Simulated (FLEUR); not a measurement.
# TaS2 (P-3m1) in FLEUR: single point with PBE

Aim: the single point of TaS2 with PBE.

All numbers are computed with FLEUR MaX-R8.1 (later development tree); they aren't measurements. Logs are shortened: lines on timing, memory, paths and dates and some standing lists are left out, and cuts for length are marked.

## Step 1: The crystal as given

Symmetry: P-3m1, No. 164, trigonal system. Conventional cell: a = 3.350 Å, b = 3.350 Å, c = 5.860 Å, α = 90.00°, β = 90.00°, γ = 120.00°. Ta (site symmetry -3m) is surrounded by 6 S at 2.43 Å. S (site symmetry 3m) has 3 Ta at 2.43 Å as nearest neighbours.

## Step 2: Single point, PBE

Input file inp.xml:

```xml
<?xml version="1.0" encoding="UTF-8" standalone="no"?>
<fleurInput fleurInputVersion="0.39">
   <comment>
      TaS2                                                                                                
   </comment>
   <calculationSetup>
      <cutoffs Kmax="4.83" Gmax="15.0" GmaxXC="15.0" numbands="0"/>
      <scfLoop itmax="60" minDistance="0.00001" maxIterBroyd="15" imix="Anderson" alpha="0.05" precondParam="0.0" spinf="2.0" sdNocoIR="T"/>
      <coreElectrons ctail="T" frcor="F" kcrel="0" coretail_lmax="0"/>
      <xcFunctional name="pbe" relativisticCorrections="F"/>
      <magnetism jspins="1"/>
      <soc l_soc="F" theta="0.0" phi="0.0" spav="F"/>
      <expertModes spex="0" secvar="F"/>
      <geometryOptimization l_f="T" forcealpha="1.0" forcemix="BFGS" epsdisp="0.0005" epsforce="0.0002"/>
      <ldaU l_linMix="F" mixParam="0.05" spinf="1.0"/>
   </calculationSetup>
   <cell>
      <bzIntegration valenceElectrons="39.0" mode="hist" fermiSmearingEnergy="0.00183747">
         <kPointListSelection listName="default-1"/>
         <!-- k-points included here -->
         <xi:include xmlns:xi="http://www.w3.org/2001/XInclude" href="kpts.xml"> </xi:include>
      </bzIntegration>
      <!-- symmetry operations included here -->
      <xi:include xmlns:xi="http://www.w3.org/2001/XInclude" href="sym.xml"> </xi:include>
      <bulkLattice scale="1.0">
         <bravaisMatrix>
            <row-1>    6.3305825174099999     0.0000000000000000     0.0000000000000000</row-1>
            <row-2>   -3.1652912587049999     5.4824452808725237     0.0000000000000000</row-2>
            <row-3>    0.0000000000000000     0.0000000000000000    11.0737950901560005</row-3>
         </bravaisMatrix>
      </bulkLattice>
   </cell>
   <atomSpecies>
      <species name="Tantalum (Ta)" element="Ta" atomicNumber="73">
         <mtSphere radius="2.4" gridPoints="819" logIncrement="0.016"/>
         <atomicCutoffs lmax="10" lnonsphr="8"/>
         <electronConfig flipSpins="F">
            <coreConfig>(1s1/2) (2s1/2) (2p1/2) (2p3/2) (3s1/2) (3p1/2) (3p3/2) (4s1/2) (3d3/2) (3d5/2) (4p1/2) (4p3/2) (4d3/2) (4d5/2)</coreConfig>
            <valenceConfig>(5s1/2) (5p1/2) (5p3/2) (6s1/2) (4f5/2) (4f7/2) (5d3/2) (5d5/2)</valenceConfig>
            <stateOccupation state="(5d3/2)" spinUp="0.600000" spinDown="0.600000"/>
            <stateOccupation state="(5d5/2)" spinUp="0.900000" spinDown="0.900000"/>
         </electronConfig>
         <energyParameters s="6" p="6" d="5" f="4"/>
         <lo type="SCLO" l="0" n="5" eDeriv="0"/>
         <lo type="SCLO" l="1" n="5" eDeriv="0"/>
         <lo type="SCLO" l="2" n="5" eDeriv="2"/>
         <lo type="SCLO" l="3" n="4" eDeriv="2"/>
      </species>
      <species name="Sulfur (S)" element="S" atomicNumber="16">
         <mtSphere radius="1.72" gridPoints="585" logIncrement="0.02"/>
         <atomicCutoffs lmax="8" lnonsphr="6"/>
         <electronConfig flipSpins="F">
            <coreConfig>(1s1/2) (2s1/2) (2p1/2) (2p3/2)</coreConfig>
            <valenceConfig>(3s1/2) (3p1/2) (3p3/2)</valenceConfig>
            <stateOccupation state="(3p1/2)" spinUp="0.666667" spinDown="0.666667"/>
            <stateOccupation state="(3p3/2)" spinUp="1.333333" spinDown="1.333333"/>
         </electronConfig>
         <energyParameters s="3" p="3" d="3" f="4"/>
         <lo type="SCLO" l="0" n="3" eDeriv="2"/>
         <lo type="SCLO" l="1" n="3" eDeriv="2"/>
         <lo type="SCLO" l="2" n="3" eDeriv="2"/>
         <lo type="SCLO" l="3" n="4" eDeriv="2"/>
      </species>
   </atomSpecies>
   <atomGroups>
      <atomGroup species="Tantalum (Ta)">
         <relPos label="                   1">.0000000000 .0000000000 .0000000000</relPos>
         <force calculate="T" relaxXYZ="TTT"/>
      </atomGroup>
      <atomGroup species="Sulfur (S)">
         <relPos label="                   2">-1.000/3.000 1.000/3.000 -1.000/4.000</relPos>
         <relPos label="                   3">1.000/3.000 -1.000/3.000 1.000/4.000</relPos>
         <force calculate="T" relaxXYZ="TTT"/>
      </atomGroup>
   </atomGroups>
   <output dos="F" band="F" slice="F">
      <checks vchk="F" cdinf="F"/>
      <bandDOS minEnergy="-.5*Htr" maxEnergy="0.5*Htr" sigma="0.015" storeEVData="T"/>
      <vacuumDOS vacdos="F" integ="F" star="F" nstars="0" locx1="0.0" locy1="0.0" locx2="0.0" locy2="0.0" nstm="0" tworkf="0.0"/>
      <unfoldingBand unfoldBand="F" supercellX="1" supercellY="1" supercellZ="1"/>
      <plotting iplot="0" polar="F">
         <plot TwoD="T" vec1="  1.0  0.0  0.0" vec2="  0.0  1.0  0.0" vec3="  0.0  0.0  1.0" zero="  0.0  0.0  0.0" file="plot"/>
      </plotting>
      <chargeDensitySlicing numkpt="0" minEigenval="0.0" maxEigenval="0.0" nnne="0" pallst="F"/>
      <specialOutput eonly="F"/>
      <moessbauerParams electricFieldGradient="T" isomerShift="T" coreHyperfine="T" valenceHyperfine="T"/>
      <magneticCircularDichroism mcd="F" energyLo="-10.0" energyUp="0.0"/>
   </output>
  <!-- We include the file relax.xml here to enable relaxations (see documentation) -->
  <xi:include xmlns:xi="http://www.w3.org/2001/XInclude" href="relax.xml"> <xi:fallback/> </xi:include>
</fleurInput>
```

Input file crystal.txt:

```
TaS2
&input cartesian=F /
3.3500000000  0.0000000000  0.0000000000
-1.6750000000  2.9011851027  0.0000000000
0.0000000000  0.0000000000  5.8600000000
1.8897261246
1.0 1.0 1.0

3
73 0.0000000000  0.0000000000  0.0000000000
16 0.6666666667  0.3333333333  0.7500000000
16 0.3333333333  0.6666666667  0.2500000000

&kpt div1=9 div2=9 div3=5 gamma=T /
```

Potentials or basis: all-electron, FLAPW.

Launch:

```console
inpgen -f crystal.txt -profile fastHighL
# inp.xml edited to the form shown
fleur_MPI
```

Output:

```text
Welcome to FLEUR        (www.flapw.de)
      MaX-Release 8.1          (www.max-centre.eu)

 ========== k-point set info ==========
 Selected k-point list: default-1
 k-point list type: mesh
 9 x 9 x 5
 Number of k points: 50

 ------------Calculation Setup---------------------------
 Number of MPI-tasks      :            1
 Number of PE/node        :            1
 Number of OMP-threads    :            1
 Most efficient MPI parallelization for:
           1           2           5          10          25          50
 Additional eigenvalue parallelization possible
 Number of basis functions:          834
 Approximate size of matrices (H+S) per k-point:         0.010 GB
 --------------------------------------------------------
 Iteration:     1   Distance:      10.55267427 me/bohr^3
 Iteration:     2   Distance:       9.43446163 me/bohr^3
 Iteration:     3   Distance:       4.67374657 me/bohr^3
 Iteration:     4   Distance:       3.00550283 me/bohr^3
 Iteration:     5   Distance:       1.86220579 me/bohr^3
 Iteration:     6   Distance:       1.30228701 me/bohr^3
 Iteration:     7   Distance:       1.12570795 me/bohr^3
 Iteration:     8   Distance:       0.21645785 me/bohr^3
 Iteration:     9   Distance:       0.06112967 me/bohr^3
 Iteration:    10   Distance:       0.01949012 me/bohr^3
 Iteration:    11   Distance:       0.00441260 me/bohr^3
 Iteration:    12   Distance:       0.00376004 me/bohr^3
 Iteration:    13   Distance:       0.00035782 me/bohr^3
 Iteration:    14   Distance:       0.00031066 me/bohr^3
 Iteration:    15   Distance:       0.00005680 me/bohr^3
 Iteration:    16   Distance:       0.00004862 me/bohr^3
 Iteration:    17   Distance:       0.00002708 me/bohr^3
 Iteration:    18   Distance:       0.00001232 me/bohr^3
 Iteration:    19   Distance:       0.00000303 me/bohr^3
 Reset of history

 ********************************************************************
 Run finished successfully
 Stop message:
   Structural relaxation: new displacements generated
 ********************************************************************
```

It took 4.4 min on 1 thread of Arm Neoverse V2, shared host; peak memory 0.09 GiB.

What came out:

```yaml
Free_energy: -446936.7472 eV
Largest_force: 1.240 eV/Å
Band_gap_on_the_k_mesh: none (metal or under the smearing width)
Valence_electrons_inside_the_program's_atomic_spheres: Ta 24.54; S 2.95 (radii Ta 2.4, S 1.72 bohr)
```

Forces in eV/Å, atoms in the order of the input:
```
Ta   0.000  0.000  0.000
S    0.000  0.000 -1.240
S    0.000  0.000  1.240
```

Levels at points of the mesh, in eV from the Fermi level:
| k point | band 17 | band 18 | band 19 | band 20 | band 21 | band 22 |
| --- | --- | --- | --- | --- | --- | --- |
| (0.00, 0.00, 0.00) | -1.34 | -0.80 | -0.80 | 0.03 | 0.03 | 0.28 |

Core levels (eV from the Fermi level):
```
atom                                                                                                                                                                                                          levels
1 Ta  1s1/2 -67276.0, 2s1/2 -11547.7, 2p1/2 -11034.6, 2p3/2 -9764.3, 3s1/2 -2642.2, 3p1/2 -2414.5, 3p3/2 -2141.0, 4s1/2 -535.5, 3d3/2 -1757.1, 3d5/2 -1697.5, 4p1/2 -441.6, 4p3/2 -378.6, 4d3/2 -224.6, 4d5/2 -213.0
 2 S                                                                                                                                                         1s1/2 -2399.7, 2s1/2 -205.9, 2p1/2 -151.5, 2p3/2 -150.2
 3 S                                                                                                                                                         1s1/2 -2399.7, 2s1/2 -205.9, 2p1/2 -151.5, 2p3/2 -150.2
```

Caveat: forces of over 1 eV/Å show positions far from the minimum, so gaps and moduli don't describe the material at rest.
